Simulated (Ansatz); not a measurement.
Phases of GaN at 170 GPa

Structure types of GaN are relaxed in primitive cells with their symmetry kept at 170 GPa, on PAW files; LAPW relaxes the small cells further and takes the PAW cell for the others (marked *). The enthalpy is E + pV at zero temperature, without zero-point motion. Only the types listed were tried, and differences under about 5 meV/atom are mesh noise. The real phase may be another.

All numbers are PBE results (scalar-relativistic) from Ansatz 0.2.0, with Fermi–Dirac smearing of 0.1 eV, no spin polarisation. Methods: LAPW: all electrons, basis error target 0.5 meV/atom; PAW: frozen-core files, cutoff 420 eV.

k meshes: rocksalt 17×17×17, CsCl 16×16×16, zincblende 17×17×17, wurtzite 13×13×7, NiAs 12×12×7.

```csv
start type,ends as,"a, b, c (Å)",V (Å³/atom),"H − H(lowest), LAPW (meV/atom)"
rocksalt,"rocksalt, Fm-3m","3.785, 3.785, 3.785",6.78,0.0
CsCl,"CsCl, Pm-3m","2.377, 2.377, 2.377",6.72,?
zincblende,"zincblende, F-43m","3.968, 3.968, 3.968",7.81,954.2
wurtzite*,"wurtzite, P6_3mc","2.789, 2.789, 4.636",7.81,?
NiAs*,"NiAs, P6_3/mmc","2.626, 2.626, 4.596",6.86,266.4
```

Task: Give the missing entry: row "wurtzite*", column "H − H(lowest), LAPW (meV/atom)".

Result: 946.2.

Task: Fill in "H − H(lowest), LAPW (meV/atom)" for the row "CsCl".

Result: 1235.2.
